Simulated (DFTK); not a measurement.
# Ti (Im-3m) in DFTK: reference runs

Aim: a first look at Ti with PBE, on the cell as given.

All numbers are computed with DFTK 0.8.2; they aren't measurements. Logs are shortened: lines on timing, memory, paths and dates and some standing lists are left out, and cuts for length are marked.

## 1. Starting point

It takes space group Im-3m (No. 229, cubic). The conventional cell has a = 3.282 Å, b = 3.282 Å, c = 3.282 Å, α = 90.00°, β = 90.00°, γ = 90.00°. Around Ti (site symmetry m-3m) lie 8 Ti at 2.84 Å.

This isn't the form of Ti at room conditions, which is hcp.

## 2. Single point, PBE

Contents of run.jl:

```julia
using DFTK
using PseudoPotentialData
using Unitful, UnitfulAtomic
using LinearAlgebra, Printf
include("save.jl")
disable_threading()

# lattice vectors are the columns
lattice = austrip(1u"Å") * [        -1.641          1.641          1.641;
                    1.641         -1.641          1.641;
                    1.641          1.641         -1.641]
symbols   = [:Ti]
positions = [[0.0, 0.0, 0.0]]
pseudopotentials = PseudoFamily("dojo.nc.sr.pbe.v0_4_1.standard.upf")
elements = Dict(s => ElementPsp(s, pseudopotentials) for s in unique(symbols))
atoms    = [elements[s] for s in symbols]

build_model(lattice, positions; symmetries=true) =
    model_DFT(lattice, atoms, positions;
              functionals=PBE(),
              temperature=austrip(0.05u"eV"),
              smearing=Smearing.FermiDirac(),
              symmetries)
Ecut  = 42.0  # hartree
kgrid = [11, 11, 11]
tol   = 1e-6
to_GPa = ustrip(uconvert(u"GPa", 1u"hartree/bohr^3"))

model = build_model(lattice, positions)
basis = PlaneWaveBasis(model; Ecut, kgrid)
display(basis)
scfres = self_consistent_field(basis;
                               tol,
                               nbandsalg=AdaptiveBands(model; n_bands_converge=11))
display(scfres.energies)
@printf "Fermi level: %.6f eV\n" ustrip(auconvert(u"eV", something(scfres.εF, NaN)))
forces = compute_forces_cart(scfres)
println("Forces (eV/Å)")
for (s, f) in zip(symbols, forces)
    @printf "%-3s %12.6f %12.6f %12.6f\n" s ustrip.(auconvert.(u"eV/Å", f))...
end
stress = compute_stresses_cart(scfres)
println("Stress (GPa)")
display(round.(stress * to_GPa; digits=4))
println("Levels at the first k-point (eV): ", round.(ustrip.(auconvert.(u"eV", scfres.eigenvalues[1][1:scfres.n_bands_converge])); digits=4))
save_scf!(scfres; forces, stress)
```

Potentials or basis: dojo.nc.sr.pbe.v0_4_1.standard.upf (PBE).

On the command line:

```sh
$ julia --threads=1 run.jl  # save.jl only writes the numbers to a file and isn't shown; printed stress counts tension as positive; times include loading and compiling
```

Standard output:

```text
PlaneWaveBasis discretization:

    Ecut                 : 42.0 Ha
    fft_size             : (36, 36, 36), 46656 total points
    kgrid                : MonkhorstPack([11, 11, 11])
    num.   red. kpoints  : 1331
    num. irred. kpoints  : 56

    Discretized Model(gga_x_pbe+gga_c_pbe, 3D):
        lattice (in Bohr)    : [-3.10104  , 3.10104   , 3.10104   ]
                               [3.10104   , -3.10104  , 3.10104   ]
                               [3.10104   , 3.10104   , -3.10104  ]
        unit cell volume     : 119.28 Bohr³

        atoms                : Ti
        pseudopot. family    : PseudoFamily("dojo.nc.sr.pbe.v0_4_1.standard.upf")

        num. electrons       : 12
        spin polarization    : none
        temperature          : 0.0018375 Ha
        smearing             : DFTK.Smearing.FermiDirac()

        terms                : Kinetic()
                               AtomicLocal()
                               AtomicNonlocal()
                               Ewald(nothing)
                               PspCorrection()
                               Hartree()
                               Xc(gga_x_pbe, gga_c_pbe)
                               Entropy()
n     Energy            log10(ΔE)   log10(Δρ)   Diag   Δtime
---   ---------------   ---------   ---------   ----   ------
  1   -59.32763306977                   -0.86    4.7    3.97s
  2   -59.34262623757       -1.82       -1.07    1.2    1.55s
  3   -59.35104772150       -2.07       -1.62    3.0    2.61s
  4   -59.35146484500       -3.38       -2.14    1.4    2.04s
  5   -59.35150607659       -4.38       -2.81    2.3    2.35s
  6   -59.35150660872       -6.27       -3.32    2.0    2.23s
  7   -59.35150677201       -6.79       -3.80    2.3    2.43s
  8   -59.35150679167       -7.71       -4.89    2.0    1.55s
  9   -59.35150679202       -9.46       -5.09    3.2    2.77s
 10   -59.35150679206      -10.39       -6.30    2.0    2.27s
Energy breakdown (in Ha):
    Kinetic             23.5196670
    AtomicLocal         -46.1780442
    AtomicNonlocal      0.5614938
    Ewald               -42.2478846
    PspCorrection       1.4769564
    Hartree             12.2393319
    Xc                  -8.7221914
    Entropy             -0.0008357

    total               -59.351506792058
Fermi level: 9.530027 eV
Forces (eV/Å)
Ti      0.000000     0.000000     0.000000
Stress (GPa)
3×3 StaticArraysCore.SMatrix{3, 3, Float64, 9} with indices SOneTo(3)×SOneTo(3):
 2.4585  0.0      0.0
 0.0     2.4585  -0.0
 0.0     0.0      2.4585
Levels at the first k-point (eV): [-46.9992, -22.8916, -22.8916, -22.8916, 3.6367, 10.517, 10.517, 10.517, 12.2429, 12.2429, 26.8643]
```

It took 51 s on 1 thread of Intel Xeon 6975P-C (Granite Rapids), shared host; peak memory 1.5 GiB.

What came out:

```yaml
Free_energy: -1615.0368 eV
Pressure: -2.5 GPa
Band_gap_on_the_k_mesh: none (metal or under the smearing width)
```
